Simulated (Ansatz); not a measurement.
**Yttrium, bcc: r²SCAN0 after r²SCAN**

Aim: see what exact exchange does to the levels, and what it costs. Spin polarisation is left out. The geometry was relaxed under r²SCAN beforehand and is kept. Exact exchange is dear, so the k-mesh is coarse, and r²SCAN is run on the same mesh for comparison.

Computed with Ansatz 0.2.0 (DFT, plane waves (500 eV) with PBE-made PAW files, scalar-relativistic; functionals as named at each step, unless a step says otherwise).

### Step 1. Starting point

It takes space group Im-3m (No. 229, cubic). The conventional cell has a = 4.071 Å, b = 4.071 Å, c = 4.071 Å, α = 90.00°, β = 90.00°, γ = 90.00°. Y (site symmetry m-3m) is surrounded by 8 Y at 3.53 Å.

Structure file:

```xyz
1
Lattice="-2.0354 2.0354 2.0354 2.0354 -2.0354 2.0354 2.0354 2.0354 -2.0354" Properties=species:S:1:pos:R:3 pbc="T T T"
Y     0.0000    0.0000    0.0000
```

### Step 2. r²SCAN, coarse mesh

The run with r²SCAN.

File input.yaml:

```yaml
crystal:
  lattice:
    - [-2.0353616104, 2.0353616104, 2.0353616104]
    - [2.0353616104, -2.0353616104, 2.0353616104]
    - [2.0353616104, 2.0353616104, -2.0353616104]
  atoms:
    - { symbol: "Y", position: [0.0, 0.0, 0.0] }
hamiltonian:
  xc: r2scan
  pseudopotentials:
    kind: paw
    azcp:
      "Y": "pseudopotentials/Y.paw.azcp"
basis:
  ecutwfc: 500
  fft_grid_basis: typed
kpoints:
  mp_grid: { grid: [6, 6, 6], shift: [0, 0, 0] }
magnetization:
  spin_polarized: false
scf:
  occupations: { method: fermi_dirac, width: 0.1 }
output:
  write_density: true
  write_potential: true
  elf: true
  volumetric_format: npy
```

Launch:

```
$ ansatz run input.yaml --threads 4 --pin off --max-ram 8192MiB --backend cpu --events-out ev --progress --plain --runs-dir out
```

Log, shortened:

```text
Warning: RAYON_NUM_THREADS=4 ignored (pool sized by the plan → 4); use --threads N
[...]
Pseudopotentials: kind: paw
Pseudopotential: Y, paw, valence charge 11, recommended cutoff 500 eV (meta_gga), <dir>
Functional definition: r2SCAN
[...]
Crystal: 1 atoms, lattice volume = 33.728 Å³
Basis set: ecut = 500 eV, 887 PW (Γ), exchange–correlation on 108×108×108 points (64 copies of the dense FFT grid, shifted against one another)
Bands: 10, of which v1, the nominal top of the filled ones, is band 6 counted from 1 (5 counted from 0)
Symmetry: 48 space group operations
Space group: Im-3m (ITA 229), of the structure as read, at distance tolerance 3.2e-5 Å
k-points: 16 of 216
[...]
SCF iter   1: F=—  HF=-3859.618054 eV  |F-HF|=—  |Δ(HF+E_count)|=         —  Δρ=5.46e-3  dr2=9.78e-3  dr2_τ=1.87e-3  ethr=1.77e-3  ⟨swp⟩=5.1  Hψ=920  notcnv=0
[...]
SCF iter   6: F=-3859.643344 eV  HF=-3859.643344 eV  |F-HF|=1.17e-8  |Δ(HF+E_count)|=   1.89e-7  Δρ=6.04e-6  dr2=7.55e-9  dr2_τ=6.88e-10  ethr=3.55e-10  ⟨swp⟩=1.1  Hψ=494  notcnv=0
[...]
SCF converged after 6 iterations
Free energy (F): -3859.643344 eV
[...]
E sigma→0 (E₀):  -3859.605111 eV
Entropy (-TS):   -0.076465 eV (-76.465 meV/atom)
Fermi energy:    9.222072 eV
[...]
--- Band table (eV; the first three rows and the last of 16) ---
  k-point 0: bands = ["-35.2527", "-14.3025", "-14.3025", "-14.3025", "4.2037", "11.1535", "11.1535", "11.1535", "12.9675", "12.9675"]
[...]
```

It took 0.49 s on 4 threads of Arm Neoverse V2, shared host; peak memory 0.32 GiB.

Axes a, b and c in the maps are those of this run's conventional cell (a, b, c = 4.071, 4.071, 4.071 Å).

Density in a lattice plane of the grid's cell (edges 4.07 and 4.07 Å, at 0.000 of the third edge), which holds Y.

Values in e/Å³, 12 rows by 12 columns:
```
3.58 3.20 1.61 0.38 0.14 0.10 0.10 0.10 0.14 0.38 1.61 3.20
2.17 1.61 0.69 0.20 0.11 0.10 0.10 0.10 0.11 0.20 0.69 1.61
0.51 0.38 0.20 0.11 0.10 0.10 0.10 0.10 0.10 0.11 0.20 0.38
0.16 0.14 0.11 0.10 0.10 0.10 0.10 0.10 0.10 0.10 0.11 0.14
0.11 0.10 0.10 0.10 0.10 0.10 0.10 0.10 0.10 0.10 0.10 0.10
0.10 0.10 0.10 0.10 0.10 0.10 0.10 0.10 0.10 0.10 0.10 0.10
0.11 0.10 0.10 0.10 0.10 0.10 0.10 0.10 0.10 0.10 0.10 0.10
0.16 0.14 0.11 0.10 0.10 0.10 0.10 0.10 0.10 0.10 0.11 0.14
0.51 0.38 0.20 0.11 0.10 0.10 0.10 0.10 0.10 0.11 0.20 0.38
2.17 1.61 0.69 0.20 0.11 0.10 0.10 0.10 0.11 0.20 0.69 1.61
3.58 3.20 1.61 0.38 0.14 0.10 0.10 0.10 0.14 0.38 1.61 3.20
3.04 3.58 2.17 0.51 0.16 0.11 0.10 0.11 0.16 0.51 2.17 3.58
```
Columns run along the first of these edges and rows up along the second, over one cell in 12 and 12 even steps from the bottom left corner. Atoms in the plane (fractional): Y at (0.00, 0.00).

ELF in the same plane.

Values, 12 rows by 12 columns:
```
0.70 0.81 0.81 0.37 0.15 0.44 0.63 0.44 0.15 0.37 0.81 0.81
0.85 0.81 0.56 0.15 0.19 0.51 0.66 0.51 0.19 0.14 0.56 0.81
0.50 0.37 0.15 0.10 0.34 0.59 0.67 0.59 0.34 0.10 0.14 0.37
0.16 0.15 0.19 0.34 0.53 0.63 0.66 0.63 0.53 0.34 0.19 0.15
0.40 0.44 0.51 0.59 0.63 0.64 0.63 0.64 0.63 0.59 0.51 0.44
0.61 0.63 0.66 0.67 0.66 0.63 0.61 0.63 0.66 0.67 0.66 0.63
0.40 0.44 0.51 0.59 0.63 0.64 0.63 0.64 0.63 0.59 0.51 0.44
0.16 0.15 0.19 0.34 0.53 0.63 0.66 0.63 0.53 0.34 0.19 0.15
0.50 0.37 0.14 0.10 0.34 0.59 0.67 0.59 0.34 0.10 0.15 0.37
0.85 0.81 0.56 0.14 0.19 0.51 0.66 0.51 0.19 0.15 0.56 0.81
0.70 0.81 0.81 0.37 0.15 0.44 0.63 0.44 0.15 0.37 0.81 0.81
0.33 0.70 0.85 0.50 0.16 0.40 0.61 0.40 0.16 0.50 0.85 0.70
```
Columns run along the first of these edges and rows up along the second, over one cell in 12 and 12 even steps from the bottom left corner. Atoms in the plane (fractional): Y at (0.00, 0.00).

Both are smooth fields of the valence electrons: close to the nuclei they are not physical.

The highest ELF values outside the cores: 0.67 between the atoms, 2.3 Å from Y.

### Step 3. r²SCAN0 on the coarse mesh

The run with r²SCAN0.

Edit input.yaml of step 2 so:

```diff
@@ -8,3 +8,3 @@
 hamiltonian:
-  xc: r2scan
+  xc: r2scan0
   pseudopotentials:
```

Launch:

```
$ ansatz run input.yaml --threads 4 --pin off --max-ram 8192MiB --backend cpu --events-out ev --progress --plain --runs-dir out
```

Log, shortened:

```text
Warning: RAYON_NUM_THREADS=4 ignored (pool sized by the plan → 4); use --threads N
[...]
[... 2 set-up lines as earlier in the session ...]
Functional definition: r2SCAN0
[...]
Crystal: 1 atoms, lattice volume = 33.728 Å³
Basis set: ecut = 500 eV, 887 PW (Γ), exchange–correlation on 108×108×108 points (64 copies of the dense FFT grid, shifted against one another)
Bands: 10, of which v1, the nominal top of the filled ones, is band 6 counted from 1 (5 counted from 0)
[... 2 set-up lines as earlier in the session ...]
k-points: 16 of 216
[...]
SCF iter   1: F=—  HF=-3859.619269 eV  |F-HF|=—  |Δ(HF+E_count)|=         —  Δρ=5.73e-3  dr2=1.09e-2  dr2_τ=1.66e-3  ethr=1.77e-3  ⟨swp⟩=5.6  Hψ=630  notcnv=0
[...]
Frozen-core exchange: fock
[...]
hybrid SCF converged: 3 outer / 17 inner (+8 warm-up), last move |dexx| = 1.38e-2 eV, tail = 6.08e-7 eV
Stability not checked: this state was not tested for a lower state beside it, because the functional holds exact exchange (a hybrid, or Hartree-Fock), whose exchange loop this test does not read (fock_operator; see scf.lower_state_search)
Free energy (F): -3859.122228 eV
Frozen-core exchange: fock
[...]
E sigma→0 (E₀):  -3859.103558 eV
Entropy (-TS):   -0.037341 eV (-37.341 meV/atom)
Fermi energy:    9.293056 eV
[...]
--- Band table (eV; the first three rows and the last of 16) ---
  k-point 0: bands = ["-38.5284", "-16.3999", "-16.3999", "-16.3999", "2.9732", "12.1030", "12.1030", "12.1030"]
[...]
  guard bands above this table: 2 of the run's 10 bands. The solve was not asked for them (output.publish_guard_bands: true or output.eigenvalues: true publishes all)
```

Wall time 9.7 s (4 threads of Arm Neoverse V2, shared host); peak memory 1.1 GiB.

### Step 4. Side by side

| functional | gap on the mesh | Fermi energy (eV) | SCF cycles | exchange loops | CPU time |
| --- | --- | --- | --- | --- | --- |
| r²SCAN | none (levels filled in part) | 9.222 | 6 | - | 1.3 s |
| r²SCAN0 | none (levels filled in part) | 9.293 | 25 | 3 | 31 s |

### Step 5. Results

| quantity | value |
| --- | --- |
| r²SCAN: gap | none (levels filled in part) |
| r²SCAN0: gap | none (levels filled in part) |
| r²SCAN0: SCF cycles, exchange loops | 25, 3 |
| r²SCAN0: CPU time over that of r²SCAN | 24 |

What this shows: Both r²SCAN and r²SCAN0 leave levels filled in part. The hybrid took 24 times as much CPU time as r²SCAN on the same settings. The exchange operator of r²SCAN0 was renewed in 3 outer loops. Absolute energies differ from functional to functional, by eV per atom at times, and say nothing by themselves.
